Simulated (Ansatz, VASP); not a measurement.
**One calculation of PtSe2, two programs**

Contents of INCAR:

```
SYSTEM = PtSe2
PREC     = Accurate       ! precision mode
ENCUT    = 520            ! plane-wave cutoff, eV
EDIFF    = 1E-6           ! SCF threshold, eV
ISMEAR   = 0              ! smearing method
SIGMA    = 0.1            ! smearing width, eV
LREAL    = .False.        ! projectors in reciprocal space
LASPH    = .True.         ! aspherical terms in the spheres
NELM     = 60             ! most SCF steps
ALGO     = Normal         ! electronic algorithm
ISIF     = 2              ! what is computed and relaxed
LWAVE    = .False.        ! write WAVECAR
LCHARG   = .False.        ! write CHGCAR
LDIPOL   = .True.       
IDIPOL   = 3            
DIPOL    = 0.5 0.5 0.500
GGA      = PS             ! functional
NBANDS   = 31             ! bands
```

File KPOINTS:

```
Automatic mesh
0
Gamma
  9 9 1
  0 0 0
```

Contents of POSCAR:

```
PtSe2
1.0
    3.7603063705      0.0000000000      0.0000000000
   -1.8801531853      3.2565208429      0.0000000000
    0.0000000000      0.0000000000     22.3996971942
Se Pt
4 2
Direct
    0.6666666667      0.3333333333      0.3348259548
    0.3333333333      0.6666666667      0.4480621272
    0.6666666667      0.3333333333      0.5519378728
    0.3333333333      0.6666666667      0.6651740452
    0.0000000000      0.0000000000      0.3914440410
    0.0000000000      0.0000000000      0.6085559590
```

Input for Ansatz:

```yaml
crystal:
  lattice:
    - [3.7603063705, 0.0, 0.0]
    - [-1.8801531853, 3.2565208429, 0.0]
    - [0.0, 0.0, 22.3996971942]
  atoms:
    - { symbol: Se, position: [0.6666666667, 0.3333333333, 0.3348259548] }
    - { symbol: Pt, position: [0.0, 0.0, 0.391444041] }
    - { symbol: Se, position: [0.3333333333, 0.6666666667, 0.4480621272] }
    - { symbol: Se, position: [0.6666666667, 0.3333333333, 0.5519378728] }
    - { symbol: Pt, position: [0.0, 0.0, 0.608555959] }
    - { symbol: Se, position: [0.3333333333, 0.6666666667, 0.6651740452] }
basis:
  ecutwfc: 420
kpoints:
  mp_grid: { grid: [9, 9, 1] }
hamiltonian:
  xc: pbesol
scf:
  occupations: { method: gaussian, width: 0.1 }
output:
  forces: true
  eigenvalues: true
  write_density: true
  write_potential: true
  elf: true
  volumetric_format: npy
efield:
  axis: 3
  dipole_correction: true
  ramp_width: 0.04
```

Alike in both runs: task single point; functional PBEsol; k mesh 9 × 9 × 1; occupations gaussian, width 0.1 eV; no spin polarisation.

|  | VASP | Ansatz |
| --- | --- | --- |
| version | VASP 6.6.1 | Ansatz 0.2.0 |
| potentials or method | VASP PAW PBE potentials, release 64 (Se, Pt) | scalar-relativistic, plane waves, PAW |
| plane-wave cutoff (eV) | 520 | 420 |
| valence electrons in the cell | 44 | 100 |

|  | VASP | Ansatz | Ansatz less VASP |
| --- | --- | --- | --- |
| gap on the k mesh at the Fermi level (eV) | 0.32 | 0.33 | +0.010 |
| least direct gap on the mesh (eV) | 0.76 | 0.76 | +0.007 |
| rms of the force components (eV/Å) | 0.078 | 0.080 | +0.0024 |

The two sets of potentials don't hold the same shells in valence. Ansatz warned: «xc_potential_rough_in_thin_density».

Caveats: the PAW data sets were made with another functional, which shifts forces and pressure a little (VASP); spin-orbit coupling is left out, which moves the levels of the heavy elements.
